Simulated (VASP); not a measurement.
# Zr (P-1) in VASP: relaxation of cell and atoms with PBEsol

Aim: the relaxation of cell and atoms of Zr with PBEsol.

Everything below comes from runs of VASP 6.6.1. Logs are shortened: lines on timing, memory, paths and dates and some standing lists are left out, and cuts for length are marked.

## Step 1: The cell of the first run

The typed cell holds 2 atoms: a = 3.232 Å, b = 3.232 Å, c = 5.147 Å, α = 90.00°, β = 90.00°, γ = 120.00°.

## Step 2: Relaxation of cell and atoms, PBEsol, target pressure 30 GPa, at which the enthalpy is minimised (pressure_gpa = 30; atom 2 moved 0.06 Å)

INCAR reads:

```
ALGO = Normal
EDIFF = 1E-6
EDIFFG = -0.02
ENCUT = 600
GGA = PS
IBRION = 2
ISIF = 3
ISMEAR = -1
LASPH = True
LCHARG = False
LREAL = False
LWAVE = False
NELM = 80
NSW = 40
PREC = Accurate
PSTRESS = 300
SIGMA = 0.05
```

KPOINTS reads:

```
k-points
0
Gamma
  9 9 5
```

POSCAR reads:

```
Zr
1.0
    3.2319982200      0.0000000000      0.0000000000
   -1.6159991100      2.7989925700      0.0000000000
    0.0000000000      0.0000000000      5.1470000000
Zr
2
Direct
    0.3346542400      0.6741300100      0.2538998500
    0.6653457600      0.3258699900      0.7461001500
```

Potentials or basis: VASP PAW PBE potentials, release 64 (Zr_sv).

The run is started by

```sh
$ cat potpaw_PBE.64/Zr_sv/POTCAR > POTCAR
$ mpirun -np 1 vasp_std > vasp.out
```

OUTCAR:

```text
EDIFF = 1E-6
   EDIFFG = -0.02
   ENCUT = 600
   GGA = PS
   IBRION = 2
   ISIF = 3
   ISMEAR = -1
   LASPH = True
   LREAL = False
   NELM = 80
   NSW = 40
   PREC = Accurate
   PSTRESS = 300

 ion  position               nearest neighbor table
   1  0.335  0.674  0.254-   2 3.12   2 3.15   2 3.17   2 3.19   2 3.22   2 3.23
   2  0.665  0.326  0.746-   1 3.12   1 3.15   1 3.17   1 3.19   1 3.22   1 3.23

  LATTYP: Found a hexagonal cell.
 ALAT       =     3.2319982200
 C/A-ratio  =     1.5925132533

  Lattice vectors:

 A1 = (   3.2319982200,   0.0000000000,   0.0000000000)
 A2 = (  -1.6159991100,   2.7989925700,   0.0000000000)
 A3 = (   0.0000000000,   0.0000000000,   5.1470000000)

Analysis of symmetry for initial positions (statically):
=====================================================================
 Subroutine PRICEL returns:
 Original cell was already a primitive cell.

 Routine SETGRP: Setting up the symmetry group for a
 hexagonal supercell.

 Subroutine GETGRP returns: Found  2 space group operations
 (whereof  2 operations were pure point group operations)
 out of a pool of 24 trial point group operations.

The static configuration has the point symmetry S_2 .

Analysis of symmetry for dynamics (positions and initial velocities):
=====================================================================
 Subroutine PRICEL returns:
 Original cell was already a primitive cell.

 Routine SETGRP: Setting up the symmetry group for a
 hexagonal supercell.

 Subroutine GETGRP returns: Found  2 space group operations
 (whereof  2 operations were pure point group operations)
 out of a pool of 24 trial point group operations.

The dynamic configuration has the point symmetry S_2 .

 Subroutine INISYM returns: Found  2 space group operations
 (whereof  2 operations are pure point group operations),
 and found     1 'primitive' translations

----------------------------------------------------------------------------------------

                                     Primitive cell

  volume of cell :      46.5615

  direct lattice vectors                    reciprocal lattice vectors
     3.231998220  0.000000000  0.000000000     0.309406111  0.178635701  0.000000000
    -1.615999110  2.798992570  0.000000000     0.000000000  0.357271402  0.000000000
     0.000000000  0.000000000  5.147000000     0.000000000  0.000000000  0.194287935

  length of vectors
     3.231998220  3.231998226  5.147000000     0.357271403  0.357271402  0.194287935

  position of ions in fractional coordinates (direct lattice)
     0.334654240  0.674130010  0.253899850
     0.665345760  0.325869990  0.746100150

  ion indices of the primitive-cell ions
   primitive index   ion index
                 1           1
                 2           2

----------------------------------------------------------------------------------------

 KPOINTS: k-points

Automatic generation of k-mesh.
 Grid dimensions read from file:
 generate k-points for:    9    9    5

 Generating k-lattice:

  Cartesian coordinates                     Fractional coordinates (reciprocal lattice)
     0.034378457  0.019848411  0.000000000     0.111111111 -0.000000000  0.000000000
     0.000000000  0.039696822  0.000000000     0.000000000  0.111111111  0.000000000
     0.000000000  0.000000000  0.038857587     0.000000000  0.000000000  0.200000000

  Length of vectors
     0.039696823  0.039696822  0.038857587

  Shift w.r.t. Gamma in fractional coordinates (k-lattice)
     0.000000000  0.000000000  0.000000000

 Subroutine IBZKPT returns following result:
 ===========================================

 Found    203 irreducible k-points:

 Following reciprocal coordinates:
            Coordinates               Weight
  0.000000  0.000000  0.000000      1.000000
  0.111111 -0.000000  0.000000      2.000000
  0.000000  0.111111  0.000000      2.000000
 -0.111111  0.111111  0.000000      2.000000
  0.222222 -0.000000  0.000000      2.000000
  0.000000  0.222222  0.000000      2.000000
[... 16 lines left out ...]
  0.333333  0.111111  0.000000      2.000000
 -0.111111  0.444444  0.000000      2.000000
 [... further k-points ...]
   k-points           NKPTS =    203   k-points in BZ     NKDIM =    203   number of bands    NBANDS=     16
   number of dos      NEDOS =    301   number of ions     NIONS =      2
   total plane-waves  NPLWV =  32928
   dimension x,y,z NGX =    28 NGY =   28 NGZ =   42
   dimension x,y,z NGXF=    56 NGYF=   56 NGZF=   84
   ions per type =               2
   NGX,Y,Z   is equivalent  to a cutoff of  14.40, 14.40, 13.57 a.u.
   NGXF,Y,Z  is equivalent  to a cutoff of  28.81, 28.81, 27.13 a.u.
 SYSTEM =  unknown system
   PREC   = accura    normal or accurate (medium, high low for compatibility)
   ISTART =      0    job   : 0-new  1-cont  2-samecut
   ICHARG =      2    charge: 1-file 2-atom 10-const
   ISPIN  =      1    spin polarized calculation?
   LNONCOLLINEAR =      F non collinear calculations
   LSORBIT =      F    spin-orbit coupling
   LASPH  =      T    aspherical Exc in radial PAW
   ENCUT  =  600.0 eV  44.10 Ry    6.64 a.u.   6.46  6.46 10.28*2*pi/ulx,y,z
   NELM   =     80;   NELMIN=  2; NELMDL= -5     # of ELM steps
   EDIFF  = 0.1E-05   stopping-criterion for ELM
   LREAL  =      F    real-space projection
   EDIFFG = -.2E-01   stopping-criterion for IOM
   NSW    =     40    number of steps for IOM
   IBRION =      2    ionic relax: 0-MD 1-quasi-New 2-CG
   NFREE  =      1    steps in history (QN), initial steepest desc. (CG)
   ISIF   =      3    stress and relaxation
   ISYM   =      2    0-nonsym 1-usesym 2-fastsym
   POTIM  = 0.5000    time-step for ionic-motion
   TEBEG  =    0.0;   TEEND  =   0.0 temperature during run
   PSTRESS=  300.0 pullay stress
   NELECT =      24.0000    total number of electrons
   NUPDOWN=      -1.0000    fix difference up-down
   EMIN   =  10.00;   EMAX   =-10.00  energy-range for DOS
   EFERMI =   0.00;   METHOD = LEGACY
   ISMEAR =    -1;   SIGMA  =   0.05  broadening in eV -4-tet -1-fermi 0-gaus
   EFERMI_NEDOS =   21; number of points for ismear=-14 and -15
   IALGO  =     38    algorithm
   IMIX   =      4    mixing-type and parameters
     AMIX     =   0.40;   BMIX     =  1.00
     AMIX_MAG =   1.60;   BMIX_MAG =  1.00
  volume/ion in A,a.u.               =      23.28       157.11
  Fermi-wavevector in a.u.,A,eV,Ry     =   1.312612  2.480476 23.442147  1.722949
  Thomas-Fermi vector in A             =   2.442992
   LORBIT       =      0    0 simple, 1 ext, 2 COOP (PROOUT), +10 PAW based schemes
   GGA     = PS    functional components
   LHFCALC =     F    Hartree Fock is set to
   AEXX    =    0.0000 exact exchange contribution
   IVDW    =     0    specifies the selected vdW correction
   LEPSILON=     F    determine dielectric tensor
   LRPA    =     F    only Hartree local field effects (RPA)
 conjugate gradient relaxation of ions
 non-spin polarized calculation
  energy-cutoff  :      600.00
  volume of cell :       46.56
 maximum number of plane-waves:      1572
 NGX is ok and might be reduce to    28
   NGX = 13   NGY = 13   NGZ = 21

--------------------------------------- Ionic step        1  -------------------------------------------

 number of electron      24.0000000 magnetization

 Free energy of the ion-electron system (eV)
  ---------------------------------------------------
  ext. energy  EPLUGINS =         0.00000000
  ---------------------------------------------------
  free energy    TOTEN  =       -18.15578299 eV

  energy without entropy =      -18.13978755  energy(sigma->0) =      -18.14778527

 E-fermi :   8.8731     XC(G=0): -11.2019

 val. band max:        8.8453595374   @ k =   0.0000  -0.1111   0.2000
 cond. band min:       8.8752761683   @ k =  -0.2222  -0.2222   0.4000
 fundamental gap:      0.0299166308
 Fermi energy:         8.8731088355

 k-point     1 :       0.0000    0.0000    0.0000
  band No.  band energies     occupation
      1     -39.8748      2.00000
      2     -39.7173      2.00000
      3     -18.4313      2.00000
      4     -17.5587      2.00000
      5     -17.5419      2.00000
      6     -17.4116      2.00000
[... 433 lines left out ...]
      3     -18.1532      2.00000
      4     -18.0501      2.00000
      5     -17.9940      2.00000
      6     -17.7673      2.00000
[... 8 lines left out ...]
     15       9.9895      0.00000
     16      12.5764      0.00000

 [... further k-points ...]
[... 5 lines left out ...]
  --------------------------------------------------------------------------------------
  -------------------------------------------------------------------------------------
  Total       -1.0959898     -0.9249478     -0.7356252      0.0287805      0.0030248     -0.0011207
  in kB      -37.7129133    -31.8273719    -25.3127982      0.9903351      0.1040816     -0.0385642
  external PRESSURE =    -331.6176945 kB  Pullay stress =     300.0000000 kB
[... 97 lines left out ...]
  energy  without entropy=      -17.7035311454  energy(sigma->0) =      -17.71233518

  enthalpy is  TOTEN    =       -10.6357143532 eV   P V=        7.0854248517

[... ionic steps 4 to 34 ...]

--------------------------------------- Ionic step       35  -------------------------------------------

 number of electron      24.0000000 magnetization

------------------------ aborting loop because EDIFF is reached ----------------------------------------
[... 71 lines left out ...]
--------------------------------------- Ionic step       37  -------------------------------------------

 number of electron      24.0000000 magnetization

 Free energy of the ion-electron system (eV)
  ---------------------------------------------------
  ext. energy  EPLUGINS =         0.00000000
  ---------------------------------------------------
  free energy    TOTEN  =       -17.42260208 eV

  energy without entropy =      -17.40666002  energy(sigma->0) =      -17.41463105

 E-fermi :  11.9686     XC(G=0): -12.4896

 val. band max:       11.9674012967   @ k =   0.0000   0.1111   0.2000
 cond. band min:      11.9690088579   @ k =   0.0000  -0.1111   0.2000
 fundamental gap:      0.0016075611
 Fermi energy:        11.9686058930

 k-point     1 :       0.0000    0.0000    0.0000
  band No.  band energies     occupation
      1     -36.2775      2.00000
      2     -35.8667      2.00000
      3     -15.4202      2.00000
      4     -13.5380      2.00000
      5     -13.1769      2.00000
      6     -13.1675      2.00000
[... 433 lines left out ...]
      3     -14.8412      2.00000
      4     -14.7140      2.00000
      5     -14.5878      2.00000
      6     -13.7901      2.00000
[... 8 lines left out ...]
     15      13.7421      0.00000
     16      16.4546      0.00000

 [... further k-points ...]
[... 5 lines left out ...]
  --------------------------------------------------------------------------------------
  -------------------------------------------------------------------------------------
  Total        6.6324715      6.6577388      6.6765470     -0.0102483      0.0065907     -0.0008564
  in kB      298.5073841    299.6445904    300.4910910     -0.4612459      0.2966255     -0.0385423
  external PRESSURE =      -0.4523115 kB  Pullay stress =     300.0000000 kB
[... 21 lines left out ...]
  energy  without entropy=      -17.4066600187  energy(sigma->0) =      -17.41463105

  enthalpy is  TOTEN    =       -10.7569664745 eV   P V=        6.6656356008

 reached required accuracy - stopping structural energy minimisation
```

Wall time 21 min (1 thread of Intel Xeon 6975P-C (Granite Rapids), shared host); peak memory 0.36 GiB.

Results:

- Free energy: -17.4226 eV
- Relaxed volume: 17.80 Å³/atom
- Relaxed cell: a = 2.828 Å, b = 2.946 Å, c = 4.861 Å, α = 90.03°, β = 89.96°, γ = 118.45°
- Space group after relaxing (to 0.05 Å): P2_1/m (No. 11)
- Energy change on relaxing (the enthalpy is what falls): +366.6 meV/atom
- Ionic steps: 37
- Pressure after relaxing: 30.0 GPa
- Largest force after relaxing: 0.010 eV/Å
- Band gap on the k mesh: none (metal or under the smearing width)

Forces on the atoms (eV/Å):
```
Zr   0.004 -0.001  0.009
Zr  -0.004  0.001 -0.009
```

Stress tensor (GPa, compression positive):
```
29.85 -0.05  0.00
-0.05 29.96  0.03
 0.00  0.03 30.05
```

Step by step:
```
step  energy change (eV)  largest force (eV/Å)  pressure (GPa)  volume (Å³)
   1              0.0000                0.1518           -3.16        46.56
   2             10.8791                1.0672          258.58        21.05
   3              0.4346                0.4232           22.62        37.84
   4              0.6080                0.4530           27.86        36.73
   5              0.6867                0.4640           30.12        36.30
   6              0.6859                0.0685           30.37        36.18
   7              0.6892                0.1343           30.42        36.16
   8              0.6478                0.0712           29.14        36.38
   9              0.6513                0.0733           29.24        36.36
  10              0.6898                0.1070           30.16        36.14
  11              0.6922                0.1112           30.20        36.13
  12              0.6970                0.1349           30.23        36.10
  13              0.7109                0.1865           30.27        36.00
  14              0.7441                0.2727           30.44        35.78
  15              0.8416                0.2238           31.85        35.31
  16              0.7658                0.3010           30.71        35.66
  17              0.7660                0.2982           30.70        35.65
  18              0.7665                0.2906           30.68        35.65
  19              0.7681                0.2714           30.66        35.63
  20              0.7727                0.2388           30.61        35.60
  21              0.7869                0.1662           30.52        35.52
  22              0.7764                0.2228           30.57        35.57
  23              0.7703                0.2158           30.46        35.59
  24              0.7523                0.2009           30.13        35.66
  25              0.7183                0.1712           29.44        35.79
  26              0.6603                0.1004           28.06        36.03
  27              0.6408                0.0746           27.57        36.13
  28              0.7044                0.0712           29.43        35.77
  29              0.7213                0.0706           29.91        35.68
  30              0.7248                0.0662           29.99        35.65
  31              0.7360                0.0614           30.26        35.59
  32              0.7401                0.0628           30.36        35.57
  33              0.7204                0.0495           29.80        35.67
  34              0.7173                0.0474           29.76        35.69
  35              0.7215                0.0365           29.77        35.66
  36              0.7348                0.0242           30.04        35.59
  37              0.7332                0.0098           29.95        35.60
```

Final structure:
```
Zr
1.0
     2.82752    0.00646    0.00087
    -1.40923    2.58666   -0.00073
     0.00154   -0.00050    4.86122
Zr
2
Direct
  0.36219 0.74809 0.24990
  0.63781 0.25191 0.75010
```

Levels at points of the mesh, in eV from the Fermi level:
| k point | band 8 | band 9 | band 10 | band 11 | band 12 | band 13 | band 14 | band 15 | band 16 |
| --- | --- | --- | --- | --- | --- | --- | --- | --- | --- |
| (0.00, 0.00, 0.00) | -25.13 | -5.69 | -3.48 | 0.03 | 0.49 | 1.97 | 2.06 | 2.14 | 2.18 |

Caveat: the cell is relaxed towards a set pressure, so the enthalpy falls and the energy may rise; the volume moved by over 15 % at a fixed basis, so the end points are rough; the PAW data sets were made with another functional, which shifts forces and pressure a little.
